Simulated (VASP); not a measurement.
Runs of VASP 6.6.1 on SnS2 (Berndtite-2T). It takes space group P-3m1 (No. 164, trigonal). The conventional cell has a = 3.549 Å, b = 3.549 Å, c = 5.107 Å, α = 90.00°, β = 90.00°, γ = 120.00°. Around Sn (site symmetry -3m) lie 6 S at 2.52 Å. S (site symmetry 3m) has 3 Sn at 2.52 Å as nearest neighbours. 

```tsv
task	level	potentials or basis	cell	k mesh	cutoff (eV)	target pressure	gap on the mesh (eV)	pressure (GPa)	relaxed volume (Å³/atom)	largest force (eV/Å)
relaxation of cell and atoms	LDA	VASP PAW LDA potentials, release 64 (Sn_d, S)	relaxed to 9.78 GPa	9 × 9 × 5	600	9.78 GPa	(b)	9.8	-	-
relaxation of cell and atoms	PBE+D3(BJ)	VASP PAW PBE potentials, release 64 (Sn_d, S)	relaxed to 9.78 GPa	9 × 9 × 5	600	9.78 GPa	0.53	9.7	-	-
relaxation of cell and atoms	rev-vdW-DF2	VASP PAW PBE potentials, release 64 (Sn_d, S)	relaxed	9 × 9 × 5	600	-	1.23	0.0	23.07	-
relaxation of cell and atoms	LDA	VASP PAW LDA potentials, release 64 (Sn_d, S)	relaxed	9 × 9 × 5	600	-	1.13	0.0	-	-
relaxation of cell and atoms	PBE	VASP PAW PBE potentials, release 64 (Sn_d, S)	relaxed	9 × 9 × 5	600	-	1.59	0.0	27.07	-
relaxation of cell and atoms	PBE+D3(BJ)	VASP PAW PBE potentials, release 64 (Sn_d, S)	relaxed	9 × 9 × 5	600	-	(a)	0.0	22.57	-
relaxation of cell and atoms	PBE	VASP PAW PBE potentials, release 64 (Sn_d, S)	relaxed to 9.78 GPa	9 × 9 × 5	600	9.78 GPa	0.85	9.8	-	-
band structure	TB-mBJ	VASP PAW PBE potentials, release 64 (Sn_d, S)	P-3m1, 22.56 Å³/atom	9 × 9 × 5	520	-	2.07	-	-	-
relaxation of cell and atoms	PBE	VASP PAW PBE potentials, release 64 (Sn, S)	relaxed	5 × 5 × 3	300	-	1.65	0.0	24.88	0.01
relaxation of cell and atoms	optB86b-vdW	VASP PAW PBE potentials, release 64 (Sn_d, S)	relaxed	9 × 9 × 5	600	-	1.28	0.0	23.10	0.01
```

Alike in all rows: no spin polarisation; smearing gaussian 0.03 eV.

**Question.** Estimate the missing entries.

**Answer.** (a) 1.31; (b) 0.25.

Caveats: spin-orbit coupling is left out, which moves the levels of the heavy elements; an odd mesh through Γ misses points on the zone boundary, where band edges often lie (some runs); the cell is relaxed towards a set pressure, so the enthalpy falls and the energy may rise (some runs); the PAW data sets were made with another functional, which shifts forces and pressure a little (some runs); this functional lacks dispersion, which binds the layers, so the pressure and a relaxed spacing across them are unreliable (some runs); the relaxation stopped at its first step, so nothing moved (some runs); the cutoff is under 1.25 times the usual one of these potentials, so pressure, stress and relaxed cells hold a basis-set (Pulay) error (some runs).

A k mesh can miss the band edges, and the runs leave out spin-orbit coupling on Sn.

The runs don't all hold the same shells in valence.
